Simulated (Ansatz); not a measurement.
**BN: ideal shear of a crystal plane**

These are results of DFT r2SCAN, scalar-relativistic, plane waves, PAW (Ansatz), not measurements. Settings: plane waves to 500 eV, k-mesh 10×10×2 (Γ-centred), Gaussian smearing 0.05 eV. No spin polarisation. Energies are free energies at this smearing, counted from the undisturbed cell; pressure is positive in compression.

Zero of the scan (relaxed at this level; this wurtzite form isn't the usual structure):

```yaml
crystal:
  lattice:
    - [-2.54397, 0.00000, 0.00000]
    - [-1.27198, -2.20314, 0.00000]
    - [0.00000, 0.00000, 12.62323]
  atoms:
    - { symbol: B, position: [0.66667, 0.66667, 0.22912] }
    - { symbol: B, position: [0.66667, 0.66667, 0.56245] }
    - { symbol: B, position: [0.66667, 0.66667, 0.89578] }
    - { symbol: B, position: [0.33333, 0.33333, 0.06245] }
    - { symbol: B, position: [0.33333, 0.33333, 0.39578] }
    - { symbol: B, position: [0.33333, 0.33333, 0.72912] }
    - { symbol: N, position: [0.66667, 0.66667, 0.10425] }
    - { symbol: N, position: [0.66667, 0.66667, 0.43758] }
    - { symbol: N, position: [0.66667, 0.66667, 0.77092] }
    - { symbol: N, position: [0.33333, 0.33333, 0.93758] }
    - { symbol: N, position: [0.33333, 0.33333, 0.27092] }
    - { symbol: N, position: [0.33333, 0.33333, 0.60425] }
```

The cut lies on the cell's a–b face, a (0 0 1) plane (indices in the standard cell, whose axes needn't be the Cartesian ones shown) of area 5.60 Å², between layers 1.58 Å apart. Vector c is tilted by f times 1·a + 1·b (length 4.406 Å) with the atoms' Cartesian places fixed: one unrelaxed fault a cell. The traction is dγ/du, the slope of γ against the slip u in Å.

| f | γ (mJ/m²) | traction (GPa) |
| --- | --- | --- |
| 0.0000 | 0 | 0.0 |
| 0.0833 | 1123 | 58.9 |
| 0.1667 | 3985 | 89.1 |
| 0.2500 | 6876 | 57.0 |
| 0.3333 | 7826 | 0.0 |
| 0.4167 | 7633 | -0.1 |
| 0.5000 | 8307 | 38.9 |
| 0.5833 | 10301 | 61.9 |
| 0.6667 | 11807 | 0.0 |
| 0.7500 | 9485 | -115.3 |
| 0.8333 | 4820 | -122.7 |
| 0.9167 | 1228 | -67.4 |

Problem. Read off the first barrier and the stress needed to climb it, and compare with Frenkel's sinusoid.

Solution. The first sampled maximum lies at f = 0.333, a slip of 1.47 Å, with γ ≈ 7826 mJ/m², which stands in for the unstable fault energy γ_us, and the steepest sampled slope before it is 89.1 GPa. A sinusoid γ = γ_us sin²(πu/λ) with its maximum there has λ = 2.94 Å and a largest slope πγ_us/λ = 83.7 GPa (1 mJ/m² per Å = 0.01 GPa). The stand-in is too high: a rotation axis of order three or more passes through this point, so the curvature is the same in every direction of the plane and the point is a peak of the γ-surface, which slip goes round.

Problem. Is there a metastable fault on this line?

Solution. The samples dip to a local minimum of 7633 mJ/m² at f = 0.417. It lies off the rotation axes, between two maxima that lie on them, so it is most likely the pass between two peaks of the γ-surface: a saddle for slip across the line, a better estimate of γ_us, and no metastable fault.

The cut is rigid; relaxing the faces lowers these energies and usually the stresses.

Cost: 12 runs of about 2.8 core-minutes in all, on Intel Xeon 6975P-C (Granite Rapids) (shared hosts).